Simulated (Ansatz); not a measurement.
## TiCo

Method: PBE with spin–orbit coupling; two-component spinors; PAW, 420 eV, 12×12×12 k-mesh, Gaussian smearing of 0.05 eV; code Ansatz; PAW files: Ansatz's generated set soft_2.

```
CELL_PARAMETERS angstrom
2.98500 0.00000 0.00000
0.00000 2.98500 0.00000
0.00000 0.00000 2.98500
ATOMIC_POSITIONS crystal
Ti 0.00000 0.00000 0.00000
Co 0.50000 0.50000 0.50000
```

The chain of runs began from a structure of the Materials Project database, expanded in volume; all values here are this work's own. Such entries can be computed or ordered models and not known phases.

Magnetic state: ferromagnetic, site spin moments Co 0.92 μB, along [001] (Cartesian), which lowers the symmetry.

The run above is the reference. The same cell was run again with other input settings; several of them aren't fit for production, so the rows show the settings' effect and aren't properties of the material.

```tsv
keys changed	outcome	ΔE (meV/atom)	P (GPa)	gap on the mesh (eV)	cell moment (μB)	largest force component (eV/Å)	SCF iterations	rough core-seconds	new warnings
none (reference)	converged	0.0	0.0	metal	0.89	0.000	–	–	–
basis.ecutwfc: 420 → "200 eV"; scf.occupations.method: "gaussian" → "fermi_dirac"; scf.occupations.width: 0.05 → 0.001; scf.mixing.algorithm: "msr1"; scf.mixing.beta: 0.3	converged	13848.9	1.0	metal	0.85	0.000	37	80	cutoff below recommended
hamiltonian.xc: "pbe" → "lda"; scf.mixing.algorithm: "broyden"; scf.mixing.beta: 0.1; scf.mixing.ndim: 4	converged	–	-14.2	metal	0.58	0.000	52	240	–
scf.occupations.width: 0.05 → null; scf.occupations.method: "gaussian" → "tetrahedron"	converged	-1.6	0.2	metal	0.90	0.000	20	110	band table not solved further; tetrahedron derivatives may miss energy slope
hamiltonian.xc: "pbe" → "pbesol"; scf.mixing.preconditioner: "resta"	converged	–	-7.7	metal	0.77	0.000	18	90	–
scf.initial_density.chi_scale: 0.0	converged	0.0	0.0	metal	0.89	0.000	19	100	–
scf.initial_density.chi_scale: 0.1	converged	0.0	0.0	metal	0.89	0.000	19	100	–
```

These changes also left energy (to 0.1 meV/atom), pressure, gap, moment and forces as in the reference: scf.algorithm: "direct_min"; scf.eigensolver.kind: "davidson"; basis.precision: "f64".

ΔE is the energy with the smearing extrapolated to zero. It is left out where the change alters the Hamiltonian or the spin treatment. The varied runs start from atomic densities (corrected by the program's trained start where that serves), with the default search for lower states unless a row changes it, while the reference went on from a saved state, so a magnet may end in another state whatever the setting.

Task: What happens with these changes: hamiltonian.dispersion: "d3bjatm"?

Result: outcome converged, P (GPa) -5.5, gap on the mesh (eV) metal, cell moment (μB) 0.89, largest force component (eV/Å) 0.000, SCF iterations 19, rough core-seconds 100.

Task: What happens with these changes: basis.xc_grid: 1; scf.occupations.width: 0.05 → null; scf.occupations.method: "gaussian" → "tetrahedron"?

Result: outcome converged, ΔE (meV/atom) -1.6, P (GPa) 0.2, gap on the mesh (eV) metal, cell moment (μB) 0.90, largest force component (eV/Å) 0.000, SCF iterations 20, rough core-seconds 130, new warnings band table not solved further; tetrahedron derivatives may miss energy slope.

The pair part of a dispersion correction pulls inward (a three-body part mostly pushes out), and in metals and ionic crystals with large ions it often overbinds.

Of the reference: Site moments are of spin, integrated over Gaussian weights of 0.5 Å, which gives about a tenth less on f atoms than spheres do. Only parallel moments were tried, so the real magnetic order may be another.
